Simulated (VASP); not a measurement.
Runs of VASP 6.6.1 on CaO. All rows change the cell; the cell of one of them follows. Symmetry: P4/mmm, No. 123, tetragonal system. Conventional cell: a = 2.903 Å, b = 2.903 Å, c = 2.817 Å, α = 90.00°, β = 90.00°, γ = 90.00°. Ca (site symmetry 4/mmm) has 8 O at 2.49 Å and 2 Ca at 2.82 Å as nearest neighbours. O (site symmetry 4/mmm) is surrounded by 8 Ca at 2.49 Å and 2 O at 2.82 Å. The cell was built by a generator and needn't be a form met in nature.

| level | cell | smearing | gap on the mesh (eV) | pressure (GPa) |
| --- | --- | --- | --- | --- |
| PBE | uniaxial_x strain -3.0% | fermi-dirac 0.02 eV | 2.56 | 8.4 |
| PBE | shear_xy strain +5.2% | fermi-dirac 0.02 eV | 2.77 | (b) |
| PBE | hydrostatic strain +4.0% | fermi-dirac 0.02 eV | 2.77 | -7.2 |
| r2SCAN | shear_xy strain +5.2% | gaussian 0.01 eV | (a) | 1.4 |

Alike in all rows: task single point; potentials or basis VASP PAW PBE potentials, release 64 (Ca_sv, O); no spin polarisation; k mesh 8 × 8 × 8; cutoff (eV) 520.

Estimate the missing entries.

(a) 3.29; (b) 4.7.

Caveats: the PAW data sets were made with another functional, which shifts forces and pressure a little (some runs).

A k mesh can miss the band edges.
